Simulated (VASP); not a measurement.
These are LDA (Ceperley-Alder, Perdew-Zunger), VASP's LDA PAW potentials (set 64) (plane waves; VASP) values and carry that method's errors.

A VASP calculation is set up with these files.

KPOINTS:
```
Automatic
0
Gamma
7 7 7
```

**POSCAR**
```
CsI
1
    4.4091767125     0.0000000000     0.0000000000
    0.0000000000     4.4091767125     0.0000000000
    0.0000000000     0.0000000000     4.4091767125
Cs I
1 1
Direct
  0.0000000000   0.0000000000   0.0000000000
  0.5000000000   0.5000000000   0.5000000000
```

### INCAR
```
ALGO=Normal
EDIFF=1E-7
ENCUT=520
ISIF=2
ISMEAR=-5
LASPH=T
LCHARG=T
LMAXMIX=4
LORBIT=11
LREAL=F
LWAVE=F
NEDOS=601
NELM=100
PREC=Accurate
SYSTEM=CsI
```

POTCAR, in this order: Cs_sv I (LDA.64 set). Program: vasp_std.

The resulting files:

**OSZICAR**
```
       N       E                     dE             d eps       ncg     rms          rms(c)
DAV:   1     0.891853203673E+02    0.89185E+02   -0.65393E+03   480   0.113E+03
DAV:   2     0.494213714441E+00   -0.88691E+02   -0.83772E+02   740   0.163E+02
DAV:   3    -0.623018900423E+01   -0.67244E+01   -0.67051E+01   596   0.528E+01
DAV:   4    -0.631802530147E+01   -0.87836E-01   -0.87817E-01   568   0.757E+00
DAV:   5    -0.631898446728E+01   -0.95917E-03   -0.95904E-03   608   0.801E-01    0.170E+00
DAV:   6    -0.621401801344E+01    0.10497E+00   -0.13735E-01   536   0.186E+00    0.125E+00
DAV:   7    -0.618796119924E+01    0.26057E-01   -0.10119E-01   544   0.160E+00    0.469E-01
DAV:   8    -0.618744254116E+01    0.51866E-03   -0.62026E-03   564   0.505E-01    0.118E-01
DAV:   9    -0.618737013922E+01    0.72402E-04   -0.32543E-04   580   0.140E-01    0.624E-02
DAV:  10    -0.618739179124E+01   -0.21652E-04   -0.11048E-04   580   0.511E-02    0.177E-02
DAV:  11    -0.618738785643E+01    0.39348E-05   -0.41230E-05   540   0.339E-02    0.355E-03
DAV:  12    -0.618738746398E+01    0.39245E-06   -0.26625E-06   568   0.107E-02    0.779E-04
DAV:  13    -0.618738748979E+01   -0.25817E-07   -0.20523E-07   512   0.294E-03
   1 F= -.61873875E+01 E0= -.61873875E+01  d E =0.000000E+00
```

File OUTCAR:
```
------------------------ aborting loop because EDIFF is reached ----------------------------------------
  FORCE on cell =-STRESS in cart. coord.  units (eV):
  Direction    XX          YY          ZZ          XY          YZ          ZX
  --------------------------------------------------------------------------------------
  Total       -0.0059483     -0.0059483     -0.0059483     -0.0000000     -0.0000000     -0.0000000
  in kB       -0.1111815     -0.1111815     -0.1111815     -0.0000000     -0.0000000     -0.0000000
  external PRESSURE =      -0.1111815 kB  Pullay stress =       0.0000000 kB
  volume of cell :       85.72
      direct lattice vectors                 reciprocal lattice vectors
     4.409176712  0.000000000  0.000000000     0.226799710  0.000000000  0.000000000
     0.000000000  4.409176712  0.000000000     0.000000000  0.226799710  0.000000000
     0.000000000  0.000000000  4.409176712     0.000000000  0.000000000  0.226799710
 POSITION                                       TOTAL-FORCE (eV/Angst)
 -----------------------------------------------------------------------------------
      0.00000      0.00000      0.00000         0.000000      0.000000      0.000000
      2.20459      2.20459      2.20459         0.000000      0.000000      0.000000
 -----------------------------------------------------------------------------------
    total drift:                               -0.000000      0.000000      0.000000
  FREE ENERGIE OF THE ION-ELECTRON SYSTEM (eV)
  ---------------------------------------------------
  free  energy   TOTEN  =        -6.1873874898 eV

  energy  without entropy=       -6.1873874898  energy(sigma->0) =       -6.18738749

 total charge

# of ion       s       p       d       tot
------------------------------------------
    1        1.830   4.676   0.042   6.549
    2        1.501   2.838   0.003   4.342
--------------------------------------------------
tot          3.332   7.514   0.046  10.891
```
(Selected blocks of OUTCAR.)

The compound is CsI in the CsCl type structure. It was relaxed first, which changed the volume by -10 %.
